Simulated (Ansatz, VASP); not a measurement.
**Rh in VASP and in Ansatz**

Contents of INCAR:

```
SYSTEM = Rh
  PREC = Accurate
  ENCUT = 520
  EDIFF = 1E-6
  ISMEAR = 1
  SIGMA = 0.2
  LREAL = .False.
  LASPH = .True.
  NELM = 80
  ALGO = Normal
  ISIF = 2
  LWAVE = .False.
  LCHARG = .False.
  GGA = PE
  NBANDS = 14
```

File KPOINTS:

```
Automatic mesh
0
Gamma
  14 14 14
  0 0 0
```

The input POSCAR:

```
Rh
1.0
    0.0000000000      1.9160595532      1.9160595532
    1.9160595532      0.0000000000      1.9160595532
    1.9160595532      1.9160595532      0.0000000000
Rh
1
Direct
    0.0000000000      0.0000000000      0.0000000000
```

Input for Ansatz:

```yaml
crystal:
  lattice:
    - [0.0, 1.9160595532, 1.9160595532]
    - [1.9160595532, 0.0, 1.9160595532]
    - [1.9160595532, 1.9160595532, 0.0]
  atoms:
    - { symbol: Rh, position: [0.0, 0.0, 0.0] }
hamiltonian:
  xc: pbe
  pseudopotentials:
    kind: paw
    azcp:
      Rh: "pseudopotentials/Rh.paw.azcp"
basis:
  ecutwfc: 420
  fft_grid_basis: typed
kpoints:
  mp_grid: { grid: [14, 14, 14], shift: [0, 0, 0] }
magnetization:
  spin_polarized: false
scf:
  occupations: { method: cold, width: 0.2 }
  lower_state_search: "off"
output:
  stress: true
  write_density: true
  write_potential: true
  elf: true
  volumetric_format: npy
```

Alike in both runs: task single point; functional PBE; k mesh 14 × 14 × 14; no spin polarisation.

```csv
,VASP,Ansatz
version,VASP 6.6.1,Ansatz 0.2.0
potentials or method,"VASP PAW PBE potentials, release 64 (Rh_pv)","plane waves (420 eV) with PAW, scalar-relativistic"
plane-wave cutoff (eV),520,420
occupations,"methfessel-paxton of order 1, width 0.2 eV","cold, width 0.2 eV"
valence electrons in the cell,15,17
```

```csv
,VASP,Ansatz,Ansatz less VASP
pressure (GPa),-0.4,-0.4,+0.01
```

The two sets of potentials don't hold the same shells in valence.
